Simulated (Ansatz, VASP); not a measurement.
**One calculation of Ag, two programs**

```
Ag
1.0
     3.01325    0.00000    0.00000
    -1.50662    2.60955    0.00000
     0.00000    0.00000    4.91155
Ag
2
Direct
  0.33333 0.66667 0.25000
  0.66667 0.33333 0.75000
```

Alike in both runs: functional PBE; k mesh 16 × 16 × 9; occupations fermi-dirac, width 0.05 eV; no spin polarisation.

Ansatz relaxed the structure, and its values are those at the end. VASP's run is a single point on that final structure, the one shown.

|  | VASP | Ansatz |
| --- | --- | --- |
| version | VASP 6.6.1 | Ansatz 0.2.0 |
| potentials or method | VASP PAW PBE potentials, release 64 (Ag), cutoff 520 eV | all-electron LAPW, non-relativistic |

Ansatz gave:

| Item | Value |
| --- | --- |
| pressure (GPa) | 0.0 |

Problem. Estimate VASP's values.

Solution. Pressure (GPa): -5.6.

One of these differences is far larger than is usual between the two programs; its cause wasn't traced. Ansatz ran all-electron here, so the differences hold the error of VASP's frozen core and of both bases.
